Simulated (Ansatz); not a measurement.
A run of Ansatz 0.2.0 is set up as follows.

input

```
crystal:
  lattice:
    - [3.017482544, 0.0, 0.0]
    - [-1.508741272, 2.6132165386, 0.0]
    - [0.0, 0.0, 7.5746360022]
  atoms:
    - { symbol: Al, position: [0.0, 0.0, 0.722049] }
    - { symbol: Al, position: [0.0, 0.0, 0.277951] }
    - { symbol: O, position: [0.0, 0.0, 0.5] }
    - { symbol: O, position: [0.6666666667, 0.3333333333, 0.800546] }
    - { symbol: O, position: [0.3333333333, 0.6666666667, 0.199454] }
hamiltonian:
  xc: pbe0
  pseudopotentials: { kind: paw }
kpoints:
  mp_grid: { grid: [8, 8, 4] }
  band_path:
    path:
      - [[0.0, 0.0, 0.0], [0.5, 0.0, 0.0], [0.3333333333, 0.3333333333, 0.0], [0.0, 0.0, 0.0], [0.0, 0.0, 0.5], [0.5, 0.0, 0.5], [0.3333333333, 0.3333333333, 0.5], [0.0, 0.0, 0.5]]
      - [[0.5, 0.0, 0.5], [0.5, 0.0, 0.0]]
      - [[0.3333333333, 0.3333333333, 0.0], [0.3333333333, 0.3333333333, 0.5]]
    npoints: 4
scf:
  occupations: { method: fermi_dirac, width: 0.05 }
  n_extra_bands: 12
output:
  forces: true
  stress: true
  eigenvalues: true
  fatbands: false
```

Question: Estimate the largest force.

Answer: 0.437 eV/Å.

Question: What does it give for the band gap on the k mesh?

Answer: 4.68 eV, direct.

Question: What does it give for the pressure?

Answer: -5.7 GPa.

Forces in eV/Å, atoms in the order of the input:
```
Al   0.000  0.000 -0.296
Al   0.000  0.000  0.296
O    0.000  0.000  0.000
O    0.000  0.000 -0.437
O    0.000  0.000  0.437
```

Caveat: the pressure holds a Pulay correction of +0.4 GPa for the finite cutoff; the PAW data sets come from PBE, with cores solved anew for the run's functional, which leaves a small shift of forces and pressure; the thresholds are loose for stress.
